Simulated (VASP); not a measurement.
A run of VASP 6.6.1 is set up as follows.

INCAR

```
SYSTEM = Fe
  PREC = Accurate
  ENCUT = 600
  EDIFF = 1E-7
  ISMEAR = -1
  SIGMA = 0.05
  LREAL = .False.
  LASPH = .True.
  NELM = 150
  ALGO = Normal
  ISIF = 3
  LWAVE = .False.
  LCHARG = .False.
  ISPIN = 2
  MAGMOM = 3
  LORBIT = 11
  LMAXMIX = 4
  GGA = PS
  IBRION = 2
  NSW = 60
  EDIFFG = -0.005
  PSTRESS = 200
```

File KPOINTS:

```
Automatic mesh
0
Gamma
  10 10 10
  0 0 0
```

File POSCAR:

```
Fe
1.0
   -1.4430000000      1.4430000000      1.4430000000
    1.4430000000     -1.4430000000      1.4430000000
    1.4430000000      1.4430000000     -1.4430000000
Fe
1
Direct
    0.0000000000      0.0000000000      0.0000000000
```

Potentials or basis: VASP PAW PBE potentials, release 64 (Fe).

Command:

```console
$ cat potpaw_PBE.64/Fe/POTCAR > POTCAR
$ mpirun -np 1 vasp_std > vasp.out
```

Task: What does it give for the net moment?

Result: 1.98 μB per cell.

Task: What does it give for the site moments?

Result: Fe +1.95 μB.

Task: Predict the band gap on the k mesh.

Result: None (metal or under the smearing width).

Task: Predict the relaxed volume.

Result: 10.04 Å³/atom.

The path:
```tsv
step	energy change (eV)	largest force (eV/Å)	pressure (GPa)	volume (Å³)
1	0.0000	0.0000	-19.48	12.02
2	1.2408	0.0000	181.21	7.57
3	-0.0505	0.0000	16.01	10.18
4	-0.0405	0.0000	18.57	10.09
5	-0.0345	0.0000	19.97	10.04
```

Caveat: the cell is relaxed towards a set pressure, so the enthalpy falls and the energy may rise; the volume moved by over 15 % at a fixed basis, so the end points are rough; the PAW data sets were made with another functional, which shifts forces and pressure a little.
